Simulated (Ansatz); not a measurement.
Crystal: TiNi.

```
CELL_PARAMETERS angstrom
2.73580 0.00000 0.00000
0.00000 2.73580 0.00000
0.00000 0.00000 3.58141
ATOMIC_POSITIONS crystal
Ni 0.00000 0.00000 0.00000
Ti 0.50000 0.50000 0.50000
```

The cell comes from a database or a generator and needn't be the stable form of this composition.

Base run:

- Program: Ansatz 0.2.0
- Functional: LDA
- Potentials or basis: all-electron LAPW, scalar-relativistic
- Cutoff: 268 eV (chosen from the basis error)
- Basis error allowed: 0.001 eV/atom
- k mesh: 10 × 10 × 8
- Occupations: fermi-dirac, width 0.05 eV
- Spin: collinear spin, ferromagnetic start
- Starting moments: [1.0, 1.0] μB

Its results: pressure -11.9 GPa; net moment 0.00 μB per cell.

Task: The run is repeated on the same cell with these changes: functional from LDA to PBEsol. What comes out?

Result: Pressure -6.3 GPa; net moment 0.00 μB per cell.

PBEsol binds less tightly than LDA, so the same cell stands under more pressure.

Caveats: the starting moments weren't kept.
